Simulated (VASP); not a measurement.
Here is a VASP 6.6.1 calculation.

File INCAR:

```
SYSTEM = ZnS
PREC = Accurate ; ENCUT = 600
EDIFF = 1E-7 ; ISMEAR = 0
SIGMA = 0.03 ; LREAL = .FALSE.
LASPH = .TRUE. ; NELM = 80
ALGO = Normal ; ISIF = 3
LWAVE = .FALSE. ; LCHARG = .FALSE.
GGA = PS ; IBRION = 2
NSW = 90 ; EDIFFG = -0.005
KPAR = 8
```

File KPOINTS:

```
regular mesh
0
G
  10 10 10
  0 0 0
```

Contents of POSCAR:

```
ZnS                                     
1.0
   -0.0000000000      2.6803314386      2.6803314386
    2.6803314386     -0.0000000000      2.6803314386
    2.6803314386      2.6803314386      0.0000000000
  Zn              S             
     1     1
Direct
     0.2500000000000000    0.2500000000000000    0.2500000000000000
     0.0000000000000000    0.0000000000000000    0.0000000000000000
```

Potentials or basis: VASP PAW PBE potentials, release 64 (Zn, S).

Run with:

```sh
$ cat potpaw_PBE.64/Zn/POTCAR potpaw_PBE.64/S/POTCAR > POTCAR
$ mpirun -np 8 vasp_std > vasp.out
```

What does it give for the band gap on the k mesh?

2.08 eV, direct.

Final structure:
```xyz
2
Lattice="0.0000 2.6803 2.6803 2.6803 0.0000 2.6803 2.6803 2.6803 0.0000" Properties=species:S:1:pos:R:3 pbc="T T T"
Zn    1.3402    1.3402    1.3402
S     0.0000    0.0000    0.0000
```

Caveat: the relaxation stopped at its first step, so nothing moved. As with any semilocal functional, this PBEsol gap is likely too small.
